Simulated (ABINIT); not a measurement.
# CoO (Fm-3m) in ABINIT: a series of runs

The runs below take CoO through single point, with r2SCAN.

Everything below comes from runs of ABINIT 10.8.3 (patched build). Logs are shortened: lines on timing, memory, paths and dates and some standing lists are left out, and cuts for length are marked. The log counts tension as positive stress, the text compression.

## 1. The crystal as given

The structure is cubic, space group Fm-3m (No. 225). Conventional cell: a = 4.263 Å, b = 4.263 Å, c = 4.263 Å, α = 90.00°, β = 90.00°, γ = 90.00°. Co (site symmetry m-3m) is surrounded by 6 O at 2.13 Å. Around O (site symmetry m-3m) lie 6 Co at 2.13 Å.

## 2. Single point, r2SCAN, collinear spin, ferromagnetic start

Contents of run.abi:

```
# Pseudopotentials
pp_dirpath "./"
pseudos "Co.GGA_PBE-ansatz.xml, O.GGA_PBE-ansatz.xml"

# Structure
acell 3*1.0
rprim
     0.0000000000     4.0279512346     4.0279512346
     4.0279512346     0.0000000000     4.0279512346
     4.0279512346     4.0279512346     0.0000000000
ntypat 2
znucl 27 8
natom 2
typat 1 2
xred
     0.0000000000     0.0000000000     0.0000000000
     0.5000000000     0.5000000000     0.5000000000

# Plane-wave basis
ecut 19.0
pawecutdg 38.0
pawovlp 30

# k points
kptopt 1
ngkpt 11 11 11
nshiftk 1
shiftk 0.0 0.0 0.0

# Exchange and correlation
ixc -497498
usekden 1
pawxcdev 0

# Bands and occupations
nband 16
occopt 3
tsmear 0.00183747

# Spin
nsppol 2
spinat
     0.0000000000     0.0000000000     2.0000000000
     0.0000000000     0.0000000000     0.0000000000

# SCF cycle
nstep 100
tolvrs 1.0e-7

# Output
iomode 3
prtwf 0
prteig 0
prtebands 0
enunit 1
prtden 1
prtvha 1
prtvclmb 1
prtpot 1
```

Potentials or basis: Ansatz PAW PBE default generated set, frozen core.

Launch:

```console
$ mpirun --bind-to none -np 4 abinit run.abi > log 2>&1
```

run.abo:

```text
[... set-up lines left out ...]
 ETOT  1  -157.03560021124    -1.570E+02 6.195E+00 1.346E+01 1.181E+00 1.181E+00
 ETOT  2  -157.65356934747    -6.180E-01 2.872E-01 4.286E+01 1.565E+00 2.746E+00
 ETOT  3  -157.65087655617     2.693E-03 3.821E-02 1.411E+01 1.762E-01 2.570E+00
 ETOT  4  -157.67830379007    -2.743E-02 2.048E-02 1.353E+01 1.855E-01 2.755E+00
 ETOT  5  -157.69132094555    -1.302E-02 1.432E-02 9.664E+00 5.994E-02 2.696E+00
 ETOT  6  -157.70535368781    -1.403E-02 2.709E-03 2.653E+00 2.324E-02 2.719E+00
 ETOT  7  -157.70759156796    -2.238E-03 2.155E-03 5.984E-02 8.872E-03 2.718E+00
 ETOT  8  -157.70774946762    -1.579E-04 1.630E-03 1.265E-02 7.001E-03 2.725E+00
 ETOT  9  -157.70777236180    -2.289E-05 5.090E-04 3.939E-03 6.770E-03 2.720E+00
 ETOT 10  -157.70777329977    -9.380E-07 1.795E-04 4.007E-04 6.675E-04 2.720E+00
 ETOT 11  -157.70777342720    -1.274E-07 9.076E-05 3.496E-05 3.042E-04 2.720E+00
 ETOT 12  -157.70777352935    -1.021E-07 1.079E-04 6.385E-05 5.675E-05 2.720E+00
 ETOT 13  -157.70777349954     2.980E-08 8.386E-05 1.182E-05 2.559E-04 2.720E+00
 ETOT 14  -157.70777349377     5.768E-09 6.705E-05 1.896E-07 1.183E-05 2.720E+00
 ETOT 15  -157.70777349413    -3.558E-10 4.448E-05 5.790E-08 2.045E-05 2.720E+00

 At SCF step   15       nres2   =  5.79E-08 < tolvrs=  1.00E-07 =>converged.

Result for kinetic energy density :

--------------------------------------------------------------------------------
 Total kinetic energy density [Ha/Bohr^3]
)     Maximum=    1.7659E+00  at reduced coord.    0.0938    0.9063    0.9688
)     Minimum=    7.3171E-03  at reduced coord.    0.2500    0.2500    0.2500
   Integrated=    2.2729E+01
 Spin up density      [Ha/Bohr^3]
)     Maximum=    9.6800E-01  at reduced coord.    0.9375    0.9688    0.9688
)     Minimum=    3.6144E-03  at reduced coord.    0.2500    0.2500    0.2500
   Integrated=    1.2657E+01
 Spin down density    [Ha/Bohr^3]
)     Maximum=    8.0811E-01  at reduced coord.    0.0625    0.9375    0.9375
)     Minimum=    3.7026E-03  at reduced coord.    0.2500    0.2500    0.2500
   Integrated=    1.0072E+01
 Magnetization (spin up - spin down) [Ha/Bohr^3]
)     Maximum=    1.9692E-01  at reduced coord.    0.9375    0.9375    0.9688
)     Minimum=   -8.8230E-05  at reduced coord.    0.2500    0.2500    0.2500
   Integrated=    2.5851E+00
 Relative magnetization (=zeta, between -1 and 1)
)     Maximum=    2.8981E-01  at reduced coord.    0.2500    0.7500    0.7813
)     Minimum=   -1.2058E-02  at reduced coord.    0.2500    0.2500    0.2500
--------------------------------------------------------------------------------

 Cartesian components of stress tensor (hartree/bohr^3)
  sigma(1 1)=  2.52196369E-04  sigma(3 2)=  0.00000000E+00
  sigma(2 2)=  2.52196369E-04  sigma(3 1)=  0.00000000E+00
  sigma(3 3)=  2.52196369E-04  sigma(2 1)=  0.00000000E+00

--- !ResultsGS
iteration_state: {dtset: 1, }
comment   : Summary of ground state results
lattice_vectors:
- [  0.0000000,   4.0279512,   4.0279512, ]
- [  4.0279512,   0.0000000,   4.0279512, ]
- [  4.0279512,   4.0279512,   0.0000000, ]
lattice_lengths: [   5.69638,    5.69638,    5.69638, ]
lattice_angles: [ 60.000,  60.000,  60.000, ] # degrees, (23, 13, 12)
lattice_volume:   1.3070211E+02
convergence: {deltae: -3.558E-10, res2:  5.790E-08, residm:  4.448E-05, diffor: null, }
etotal    :  -1.57707773E+02
entropy   :   0.00000000E+00
fermie    :   3.00227894E-01
cartesian_stress_tensor: # hartree/bohr^3
- [  2.52196369E-04,   0.00000000E+00,   0.00000000E+00, ]
- [  0.00000000E+00,   2.52196369E-04,   0.00000000E+00, ]
- [  0.00000000E+00,   0.00000000E+00,   2.52196369E-04, ]
pressure_GPa:  -7.4199E+00
xred      :
- [  0.0000E+00,   0.0000E+00,   0.0000E+00, Co]
- [  5.0000E-01,   5.0000E-01,   5.0000E-01,  O]
cartesian_forces: # hartree/bohr
- [ -0.00000000E+00,  -0.00000000E+00,  -0.00000000E+00, ]
- [ -0.00000000E+00,  -0.00000000E+00,  -0.00000000E+00, ]
force_length_stats: {min:   0.00000000E+00, max:   0.00000000E+00, mean:   0.00000000E+00, }
...

 Integrated electronic and magnetization densities in atomic spheres:
 ------------------------------------------------------------------------------------------------------------
 Radius=ratsph(iatom), smearing ratsm=  0.0000. Diff(up-dn)=approximate z local magnetic moment.
    Atom    Radius    up_density   dn_density  Total(up+dn)  Diff(up-dn)
    1 Co   2.62861     9.675088     6.954833     16.629921     2.720254
    2  O   1.79524     3.020933     2.722866      5.743799     0.298067
 ------------------------------------------------------------------------------------------------------------
  Sum:                12.696021     9.677700     22.373721     3.018321
 Total magnetization (from the atomic spheres):                3.018321
 Total magnetization (exact up - dn):                          2.999965

================================================================================

 ----iterations are completed or convergence reached----

 Mean square residual over all n,k,spin=   39.040E-09; max=  44.483E-06
 reduced coordinates (array xred) for    2 atoms
       0.000000000000      0.000000000000      0.000000000000
       0.500000000000      0.500000000000      0.500000000000
 rms dE/dt=  0.0000E+00; max dE/dt=  0.0000E+00; dE/dt below (all hartree)
    1       0.000000000000      0.000000000000      0.000000000000
    2       0.000000000000      0.000000000000      0.000000000000

 cartesian coordinates (angstrom) at end:
    1      0.00000000000000     0.00000000000000     0.00000000000000
    2      2.13149999853289     2.13149999853289     2.13149999853289

 cartesian forces (hartree/bohr) at end:
    1     -0.00000000000000    -0.00000000000000    -0.00000000000000
    2     -0.00000000000000    -0.00000000000000    -0.00000000000000
 frms,max,avg= 0.0000000E+00 0.0000000E+00   0.000E+00  0.000E+00  0.000E+00 h/b

 cartesian forces (eV/Angstrom) at end:
    1     -0.00000000000000    -0.00000000000000    -0.00000000000000
    2     -0.00000000000000    -0.00000000000000    -0.00000000000000
 frms,max,avg= 0.0000000E+00 0.0000000E+00   0.000E+00  0.000E+00  0.000E+00 e/A
 length scales=  1.000000000000  1.000000000000  1.000000000000 bohr
              =  0.529177210544  0.529177210544  0.529177210544 angstroms
 Fermi (or HOMO) energy (eV) =   8.16962   Average Vxc (eV)= -12.81405
 Eigenvalues (   eV  ) for nkpt=  56  k points, SPIN UP:
 kpt#   1, nband= 16, wtk=  0.00075, kpt=  0.0000  0.0000  0.0000 (reduced coord)
 -92.87717  -54.69882  -54.69882  -54.69882  -13.12194    4.16032    4.16032    4.55236
   4.55236    4.55236    4.84500    4.84500    4.84500    9.45976   25.56986   26.76380
 prteigrs : prtvol=0 or 1, do not print more k-points.

 Eigenvalues (   eV  ) for nkpt=  56  k points, SPIN DOWN:
 kpt#   1, nband= 16, wtk=  0.00075, kpt=  0.0000  0.0000  0.0000 (reduced coord)
 -88.58406  -50.49640  -50.49640  -50.49640  -12.58682    5.52006    5.52006    5.52006
   7.06024    7.06024    7.06024    9.26328    9.26328   10.25861   25.77162   27.47307
 prteigrs : prtvol=0 or 1, do not print more k-points.

--- !EnergyTerms
iteration_state     : {dtset: 1, }
comment             : Components of total free energy in Hartree
kinetic             :  2.27285926076425E+01
hartree             :  5.19762732304920E+01
xc                  : -8.33612722277939E+00
Ewald energy        : -1.06281430860341E+02
psp_core            :  4.66346799239256E+00
local_psp           : -1.31135056294752E+02
PAW spherical_terms :  8.67774422327747E+00
internal            : -1.57706536324069E+02
'-kT*entropy'       : -1.22555112874973E-03
total_energy        : -1.57707761875197E+02
total_energy_eV     : -4.29144682237519E+03
...

--- !EnergyTermsDC
iteration_state     : {dtset: 1, }
comment             : '"Double-counting" decomposition of free energy'
band_energy         : -1.69943791733777E+01
Ewald energy        : -1.06281430860341E+02
psp_core            :  4.66346799239256E+00
xc_dc               : -4.89937486663514E+01
PAW spherical_terms :  9.89954276467769E+00
internal            : -1.57706547943000E+02
'-kT*entropy'       : -1.22555112874973E-03
total_energy_dc     : -1.57707773494129E+02
total_energy_dc_eV  : -4.29144713854243E+03
...

--- !EnergyTermsWithPAWCore
iteration_state     : {dtset: 1, }
comment             : 'Components of total free energy, including PAW core contributions'
Total energy        : -1.45800365230784E+03
Total energy DC     : -1.45800366392678E+03
Total energy (eV)   : -3.96743005309997E+04
Total energy DC (eV): -3.96743008471670E+04
...

 Cartesian components of stress tensor (hartree/bohr^3)
  sigma(1 1)=  2.52196369E-04  sigma(3 2)=  0.00000000E+00
  sigma(2 2)=  2.52196369E-04  sigma(3 1)=  0.00000000E+00
  sigma(3 3)=  2.52196369E-04  sigma(2 1)=  0.00000000E+00

-Cartesian components of stress tensor (GPa)         [Pressure= -7.4199E+00 GPa]
- sigma(1 1)=  7.41987336E+00  sigma(3 2)=  0.00000000E+00
- sigma(2 2)=  7.41987336E+00  sigma(3 1)=  0.00000000E+00
- sigma(3 3)=  7.41987336E+00  sigma(2 1)=  0.00000000E+00

== END DATASET(S) ==============================================================
================================================================================

 -outvars: echo values of variables after computation  --------
            acell      1.0000000000E+00  1.0000000000E+00  1.0000000000E+00 Bohr
           etotal     -1.5770777349E+02
            fcart     -0.0000000000E+00 -0.0000000000E+00 -0.0000000000E+00
                      -0.0000000000E+00 -0.0000000000E+00 -0.0000000000E+00
            rprim      0.0000000000E+00  4.0279512346E+00  4.0279512346E+00
                       4.0279512346E+00  0.0000000000E+00  4.0279512346E+00
                       4.0279512346E+00  4.0279512346E+00  0.0000000000E+00
           strten      2.5219636949E-04  2.5219636949E-04  2.5219636949E-04
                       0.0000000000E+00  0.0000000000E+00  0.0000000000E+00
           xangst      0.0000000000E+00  0.0000000000E+00  0.0000000000E+00
                       2.1314999985E+00  2.1314999985E+00  2.1314999985E+00
             xred      0.0000000000E+00  0.0000000000E+00  0.0000000000E+00
                       5.0000000000E-01  5.0000000000E-01  5.0000000000E-01
 Calculation completed.
```

Run time: 2 min. Hardware: 4 MPI ranks of Arm Neoverse V2, shared host; peak memory 1.4 GiB.

What came out:

| Item | Value |
| --- | --- |
| Free energy | -4291.4471 eV |
| Pressure | -7.4 GPa |
| Band gap on the k mesh | none (metal or under the smearing width) |
| Net moment | 3.00 μB per cell |
| Site moments | Co +2.72; O +0.30 μB |

Levels at points of the mesh, in eV from the Fermi level:
Spin up:
```csv
k point,band 11,band 12,band 13,band 14,band 15,band 16
"(0.00, 0.00, 0.00)",-3.32,-3.32,-3.32,1.29,17.40,18.59
```
Spin down:
| k point | band 6 | band 7 | band 8 | band 9 | band 10 | band 11 | band 12 | band 13 | band 14 | band 15 |
| --- | --- | --- | --- | --- | --- | --- | --- | --- | --- | --- |
| (0.00, 0.00, 0.00) | -2.65 | -2.65 | -2.65 | -1.11 | -1.11 | -1.11 | 1.09 | 1.09 | 2.09 | 17.60 |

Caveat: totals of a meta-GGA on PAW files have another zero than those of a GGA; the PAW data sets were made with another functional, which shifts forces and pressure a little; a cell with one magnetic atom can't hold antiferromagnetic order, which such compounds often take; semilocal functionals often make such compounds metallic where correlation or magnetic order opens a gap, which also shifts bond lengths; the atomic spheres overlap.

## 3. Single point, r2SCAN, collinear spin, ferromagnetic start

Edit run.abi of step 2 so:

```diff
@@ -2,3 +2,3 @@
 pp_dirpath "./"
-pseudos "Co.GGA_PBE-ansatz.xml, O.GGA_PBE-ansatz.xml"
+pseudos "Co.GGA_PBE-JTH.xml, O.GGA_PBE-JTH.xml"
 
@@ -19,5 +19,4 @@
 # Plane-wave basis
-ecut 19.0
-pawecutdg 38.0
-pawovlp 30
+ecut 31.0
+pawecutdg 53.0
```

Potentials or basis: JTH PAW PBE v2.0.

Launch:

```console
$ mpirun --bind-to none -np 4 abinit run.abi > log 2>&1
```

run.abo:

```text
.Version 10.8.3 of ABINIT
 Symmetries : space group Fm -3 m (#225); Bravais cF (face-center cubic)
================================================================================
 Values of the parameters that define the memory need of the present run
     intxc =       0    ionmov =       0      iscf =      17    lmnmax =      18
     lnmax =       6     mgfft =      30  mpssoang =       3    mqgrid =    3001
     natom =       2  nloc_mem =       2    nspden =       2   nspinor =       1
    nsppol =       2      nsym =      48    n1xccc =       1    ntypat =       2
    occopt =       3   xclevel =       2
       mpw =        1092          nfft =       27000          nkpt =          56
Pmy_natom=         1
 PAW method is used; the additional fine FFT grid is defined by:
   mgfftf=        40    nfftf =     64000
================================================================================
================================================================================

--------------------------------------------------------------------------------
------------- Echo of variables that govern the present computation ------------
--------------------------------------------------------------------------------
 -outvars: echo values of preprocessed input variables --------
            acell      1.0000000000E+00  1.0000000000E+00  1.0000000000E+00 Bohr
              amu      5.89332000E+01  1.59994000E+01
             ecut      3.10000000E+01 Hartree
           enunit           1
                       outvar_i_n : Printing only first  50 k-points.
              ixc     -497498
                       outvar_i_n : Printing only first  50 k-points.
         kptrlatt       11    0    0      0   11    0      0    0   11
          kptrlen      6.26602159E+01
            natom           2
            nband          16
[... 409 lines left out ...]
...

--- !EnergyTermsWithPAWCore
iteration_state     : {dtset: 1, }
comment             : 'Components of total free energy, including PAW core contributions'
Total energy        : -1.46893689038303E+03
Total energy DC     : -1.46893680391144E+03
Total energy (eV)   : -3.99718090951830E+04
Total energy DC (eV): -3.99718067421709E+04
...

 Cartesian components of stress tensor (hartree/bohr^3)
  sigma(1 1)=  2.56262004E-04  sigma(3 2)=  0.00000000E+00
  sigma(2 2)=  2.56262004E-04  sigma(3 1)=  0.00000000E+00
  sigma(3 3)=  2.56262004E-04  sigma(2 1)=  0.00000000E+00

-Cartesian components of stress tensor (GPa)         [Pressure= -7.5395E+00 GPa]
- sigma(1 1)=  7.53948845E+00  sigma(3 2)=  0.00000000E+00
- sigma(2 2)=  7.53948845E+00  sigma(3 1)=  0.00000000E+00
- sigma(3 3)=  7.53948845E+00  sigma(2 1)=  0.00000000E+00

== END DATASET(S) ==============================================================
================================================================================

 -outvars: echo values of variables after computation  --------
            acell      1.0000000000E+00  1.0000000000E+00  1.0000000000E+00 Bohr
           etotal     -1.5771482346E+02
            fcart     -0.0000000000E+00 -0.0000000000E+00 -0.0000000000E+00
                      -0.0000000000E+00 -0.0000000000E+00 -0.0000000000E+00
            rprim      0.0000000000E+00  4.0279512346E+00  4.0279512346E+00
                       4.0279512346E+00  0.0000000000E+00  4.0279512346E+00
                       4.0279512346E+00  4.0279512346E+00  0.0000000000E+00
           strten      2.5626200371E-04  2.5626200371E-04  2.5626200371E-04
                       0.0000000000E+00  0.0000000000E+00  0.0000000000E+00
           xangst      0.0000000000E+00  0.0000000000E+00  0.0000000000E+00
                       2.1314999985E+00  2.1314999985E+00  2.1314999985E+00
             xred      0.0000000000E+00  0.0000000000E+00  0.0000000000E+00
                       5.0000000000E-01  5.0000000000E-01  5.0000000000E-01
 Calculation completed.
```

Wall time 1.9 min (4 MPI ranks of Arm Neoverse V2, shared host); peak memory 0.64 GiB.

Results:

| Item | Value |
| --- | --- |
| Free energy | -4291.6390 eV |
| Pressure | -7.5 GPa |
| Band gap on the k mesh | none (metal or under the smearing width) |
| Net moment | 3.00 μB per cell |
| Site moments | Co +2.69; O +0.27 μB |
| Valence electrons inside the program's atomic spheres | Co 15.22; O 4.55 |

Caveat: totals of a meta-GGA on PAW files have another zero than those of a GGA; the PAW data sets were made with another functional, which shifts forces and pressure a little; a cell with one magnetic atom can't hold antiferromagnetic order, which such compounds often take; semilocal functionals often make such compounds metallic where correlation or magnetic order opens a gap, which also shifts bond lengths. With open d or f shells a metallic result of r2SCAN can be an artefact of self-interaction; +U or a hybrid may open a gap.

## 4. Single point, r2SCAN, collinear spin, ferromagnetic start

Edit run.abi of step 3 so:

```diff
@@ -2,3 +2,3 @@
 pp_dirpath "./"
-pseudos "Co.GGA_PBE-JTH.xml, O.GGA_PBE-JTH.xml"
+pseudos "Co_ONCV_PBE-1.2.upf, O_ONCV_PBE-1.2.upf"
 
@@ -19,4 +19,3 @@
 # Plane-wave basis
-ecut 31.0
-pawecutdg 53.0
+ecut 50.0
 
@@ -31,3 +30,2 @@
 usekden 1
-pawxcdev 0
 
@@ -46,3 +44,3 @@
 nstep 100
-tolvrs 1.0e-7
+tolvrs 1.0e-9
```

Potentials or basis: SG15 NC PBE v1.2.

Launch:

```console
$ mpirun --bind-to none -np 4 abinit run.abi > log 2>&1
```

Wall time 2.6 min (4 MPI ranks of Arm Neoverse V2, shared host); peak memory 0.44 GiB.

It converged, with:

| Item | Value |
| --- | --- |
| Free energy | -4121.7883 eV |
| Pressure | -7.3 GPa |
| Band gap on the k mesh | none (metal or under the smearing width) |
| Net moment | 3.00 μB per cell |
| Site moments | Co +2.67; O +0.31 μB |
| Valence electrons inside the program's atomic spheres | Co 15.00; O 6.27 |

Levels at points of the mesh, in eV from the Fermi level:
Spin up:
| k point | band 11 | band 12 | band 13 | band 14 | band 15 | band 16 |
| --- | --- | --- | --- | --- | --- | --- |
| (0.00, 0.00, 0.00) | -3.31 | -3.31 | -3.31 | 1.28 | 17.58 | 18.70 |
Spin down:
| k point | band 6 | band 7 | band 8 | band 9 | band 10 | band 11 | band 12 | band 13 | band 14 | band 15 |
| --- | --- | --- | --- | --- | --- | --- | --- | --- | --- | --- |
| (0.00, 0.00, 0.00) | -2.60 | -2.60 | -2.60 | -1.11 | -1.11 | -1.11 | 1.11 | 1.11 | 1.95 | 17.77 |

Caveat: the potentials were made for another functional, which shifts forces and pressure; a cell with one magnetic atom can't hold antiferromagnetic order, which such compounds often take; semilocal functionals often make such compounds metallic where correlation or magnetic order opens a gap, which also shifts bond lengths.

## 5. Summary

| potentials or basis | cutoff (eV) | fine-grid cutoff | gap on the mesh (eV) | pressure (GPa) | moment (μB) |
| --- | --- | --- | --- | --- | --- |
| Ansatz PAW PBE default generated set, frozen core | 517 | 1034.03 eV | none | -7.4 | 3.00 |
| JTH PAW PBE v2.0 | 844 | 1442.2 eV | none | -7.5 | 3.00 |
| SG15 NC PBE v1.2 | 1361 | - | none | -7.3 | 3.00 |

Alike in all rows: task single point; level r2SCAN; spin collinear, ferromagnetic start; cell as given; k mesh 11 × 11 × 11; smearing fermi-dirac 0.05 eV.

Caveats: a cell with one magnetic atom can't hold antiferromagnetic order, which such compounds often take; semilocal functionals often make such compounds metallic where correlation or magnetic order opens a gap, which also shifts bond lengths; totals of a meta-GGA on PAW files have another zero than those of a GGA (some runs); the PAW data sets were made with another functional, which shifts forces and pressure a little (some runs); the atomic spheres overlap (some runs); the potentials were made for another functional, which shifts forces and pressure (some runs).

Absolute energies hang on the potentials; compare differences alone.
